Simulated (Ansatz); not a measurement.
## F started on a Li site in rocksalt LiF, 64 atoms, charge +3

All numbers below come from DFT, PBEsol, PAW, plane waves in Ansatz.

Command:

```sh
ansatz run in.yaml --threads 8 --pin off --max-ram 118750MiB --runs-dir r --events-out ev --progress --plain --backend cuda --devices 0, --max-vram 170GiB
```

The input less its lattice and atoms (starting moments on atoms near the defect: 1 μB in all):

```yaml
crystal:
  symmetry: { detect: false }
kpoints:
  mp_grid: { grid: [1, 1, 1], shift: [0.25, 0.25, 0.25] }
hamiltonian:
  xc: pbesol
total_charge: 3
magnetization:
  spin_polarized: true
  initial_magnetization: 1
  spin_locking: { lock_magnetization: hard }
scf:
  occupations: { method: fermi_dirac, width: 0.01 }
relax:
  f_tol: 0.03
  max_steps: 80
  escape_saddle: false
  adjacent_minimum: "off"
output:
  forces: true
  eigenvalues: true
  populations: true
  charged_corrections: { epsilon: 9 }
```

Start:

```xyz
64
Lattice="8.0152 0.0000 0.0000 0.0000 8.0152 0.0000 0.0000 0.0000 8.0152" Properties=species:S:1:pos:R:3 pbc="T T T"
F     1.9759    8.0112    0.0068
F     2.0266    0.0139    4.0367
F     2.0298    4.0241    0.0059
F     1.9971    4.0130    4.0074
F     6.0033    7.9893    7.9997
F     6.0527    8.0079    4.0207
F     5.9935    3.9981    7.9709
F     5.9923    4.0216    4.0279
F     7.9957    2.0206    7.9909
F     0.0133    2.0153    4.0094
F     7.9968    6.0241    0.0047
F     0.0094    6.0687    4.0303
F     4.0171    2.0128    0.0068
F     4.0084    2.0474    3.9697
F     4.0162    6.0336    0.0029
F     3.9955    6.0369    4.0176
F     8.0149    0.0195    2.0140
F     8.0024    8.0145    6.0064
F     0.0225    4.0350    1.9989
F     8.0009    4.0213    6.0199
F     4.0442    0.0065    2.0061
F     3.9926    0.0072    6.0502
F     3.9862    4.0139    1.9904
F     4.0349    3.9964    6.0083
F     4.0025    3.9866    3.9979
F     2.0168    2.0045    2.0031
F     1.9951    1.9910    6.0404
F     1.9811    6.0065    2.0150
F     1.9915    5.9582    6.0035
F     6.0204    2.0184    1.9826
F     6.0363    2.0115    5.9683
F     6.0228    6.0039    2.0311
F     6.0138    5.9899    5.9964
Li    8.0151    0.0268    0.0034
Li    0.0433    7.9761    4.0300
Li    7.9926    4.0293    8.0131
Li    8.0095    4.0117    4.0138
Li    4.0205    7.9778    7.9891
Li    3.9687    0.0371    4.0530
Li    3.9688    4.0460    0.0196
Li    1.9663    1.9681    8.0043
Li    2.0250    2.0169    3.9930
Li    2.0059    6.0214    0.0401
Li    2.0077    6.0019    4.0058
Li    6.0082    1.9942    7.9857
Li    6.0180    2.0089    4.0084
Li    5.9832    6.0233    0.0065
Li    6.0208    6.0020    4.0088
Li    1.9941    0.0354    1.9689
Li    1.9991    0.0178    5.9910
Li    2.0180    4.0042    2.0094
Li    1.9990    4.0046    5.9936
Li    5.9822    8.0006    1.9890
Li    6.0070    7.9911    6.0243
Li    6.0122    4.0031    1.9800
Li    6.0135    3.9822    6.0080
Li    0.0173    2.0152    1.9836
Li    0.0108    2.0080    6.0496
Li    0.0063    6.0311    1.9789
Li    0.0234    6.0093    6.0181
Li    3.9836    2.0215    2.0165
Li    3.9841    2.0239    6.0181
Li    4.0050    6.0004    1.9957
Li    3.9485    6.0195    6.0745
```

Steps:

| step | energy less the first (eV) | largest force component (eV/Å) |
| --- | --- | --- |
| start | 0.000 | 1.049 |
| 1 | -0.191 | 0.529 |
| 2 | -0.337 | 0.019 |

A structure on the way, about -0.19 eV from the start:

```
F Li
1.0
     8.01519    0.00000    0.00000
     0.00000    8.01519    0.00000
     0.00000    0.00000    8.01519
F Li
33 31
Direct
  0.24742 0.00013 0.00132
  0.25215 0.00156 0.50337
  0.25353 0.50232 0.00040
  0.24570 0.50010 0.49991
  0.74963 0.99817 0.99827
  0.75206 0.99957 0.50141
  0.74786 0.50008 0.99657
  0.75238 0.50150 0.50253
  0.99889 0.25117 0.99803
  0.00100 0.25197 0.50019
  0.99803 0.75064 0.00035
  0.00075 0.75482 0.50217
  0.50174 0.25141 0.00074
  0.49948 0.24887 0.49616
  0.50084 0.75170 0.99965
  0.49845 0.75497 0.50043
  0.00028 0.00162 0.25049
  0.99932 0.99991 0.74953
  0.00142 0.50202 0.25000
  0.99852 0.50159 0.74996
  0.50369 0.00086 0.25044
  0.49899 0.00076 0.75265
  0.49732 0.50086 0.24515
  0.50255 0.49843 0.75341
  0.50005 0.49845 0.49985
  0.25112 0.25010 0.24978
  0.24954 0.25034 0.75250
  0.24789 0.74991 0.25084
  0.24931 0.74570 0.74897
  0.75085 0.25240 0.24950
  0.75191 0.25127 0.74668
  0.75080 0.74910 0.25225
  0.75045 0.74879 0.74803
  0.00043 0.00226 0.00005
  0.00329 0.99529 0.50217
  0.99768 0.50170 0.99955
  0.99971 0.49996 0.50046
  0.50182 0.99601 0.99650
  0.49467 0.00143 0.50417
  0.49595 0.50391 0.00190
  0.24663 0.24644 0.99803
  0.25057 0.25066 0.49838
  0.24978 0.75191 0.00415
  0.25013 0.74925 0.49930
  0.75058 0.24976 0.99840
  0.75132 0.24989 0.50164
  0.74729 0.75237 0.00041
  0.75079 0.74965 0.49938
  0.24890 0.00363 0.24638
  0.24964 0.00348 0.74825
  0.25024 0.50016 0.24991
  0.24868 0.50115 0.74853
  0.74679 0.99870 0.24828
  0.75056 0.99832 0.75151
  0.75018 0.49989 0.24769
  0.75053 0.49782 0.75100
  0.00111 0.25032 0.24810
  0.00105 0.25030 0.75458
  0.00057 0.75166 0.24687
  0.00307 0.75000 0.75082
  0.49759 0.25126 0.25055
  0.49734 0.25162 0.75206
  0.49970 0.74969 0.24868
  0.49383 0.75124 0.75615
```

End:

```xyz
64
Lattice="8.0152 0.0000 0.0000 0.0000 8.0152 0.0000 0.0000 0.0000 8.0152" Properties=species:S:1:pos:R:3 pbc="T T T"
F     2.0037    0.0054    0.0028
F     2.0055    0.0070    4.0090
F     2.0044    4.0133    0.0021
F     1.9284    4.0070    4.0031
F     6.0091    0.0012    8.0148
F     6.0083    0.0018    4.0061
F     6.0032    4.0127    8.0131
F     6.0826    4.0099    4.0093
F     0.0011    2.0114    0.0036
F     0.0017    2.0116    4.0087
F     8.0096    6.0156    8.0137
F     8.0108    6.0093    4.0065
F     4.0065    2.0111    0.0024
F     4.0019    1.9297    4.0028
F     4.0047    6.0107    0.0004
F     4.0081    6.0915    4.0106
F     0.0026    0.0063    2.0040
F     8.0129    0.0035    6.0121
F     0.0003    4.0139    2.0090
F     8.0098    4.0113    6.0059
F     4.0055    0.0069    2.0080
F     4.0052    0.0029    6.0092
F     4.0026    4.0058    1.9325
F     4.0084    4.0143    6.0871
F     4.0081    4.0078    4.0134
F     2.0062    2.0123    2.0070
F     2.0094    2.0122    6.0121
F     2.0054    6.0153    2.0085
F     2.0032    6.0102    6.0081
F     6.0116    2.0140    2.0084
F     6.0034    2.0071    6.0057
F     6.0036    6.0094    2.0033
F     6.0063    6.0124    6.0082
Li    0.0016    0.0113    8.0146
Li    8.0130    0.0017    4.0089
Li    8.0084    4.0055    8.0134
Li    8.0141    4.0129    4.0102
Li    4.0024    0.0012    0.0036
Li    4.0042    0.0017    4.0076
Li    4.0048    4.0147    0.0035
Li    1.9882    1.9961    8.0024
Li    1.9866    1.9943    4.0242
Li    1.9883    6.0311    0.0042
Li    1.9903    6.0301    4.0049
Li    6.0246    1.9962    8.0111
Li    6.0282    1.9926    4.0124
Li    6.0159    6.0241    0.0140
Li    6.0186    6.0276    3.9914
Li    1.9991    8.0088    1.9968
Li    1.9837    0.0058    6.0215
Li    1.9880    4.0279    1.9886
Li    1.9837    4.0136    6.0279
Li    6.0175    8.0135    1.9920
Li    6.0248    0.0148    6.0243
Li    6.0241    4.0149    1.9903
Li    6.0270    3.9938    6.0249
Li    7.9977    1.9931    1.9930
Li    0.0005    1.9974    6.0256
Li    8.0131    6.0314    1.9939
Li    0.0077    6.0227    6.0193
Li    4.0257    1.9924    1.9871
Li    4.0038    1.9939    6.0298
Li    4.0038    6.0311    1.9963
Li    3.9921    6.0304    6.0249
```

The run converged.

Time: 2.9 s of wall time on one NVIDIA GB200 with 8 processor threads, on a host shared with other runs; peak host memory 1.6 GiB.

Question: How much energy did the relaxation gain, and which atom moved most?

Answer: 0.34 eV in 2 steps, from a start with small random displacements; atom 14 (F) moved 0.12 Å, the median atom 0.04 Å (drift of the whole cell removed).

The moment started at 1 μB and ended at 1.0 μB; no other spin state is shown. The one k point has no symmetry partners, which can distort the end along one axis.
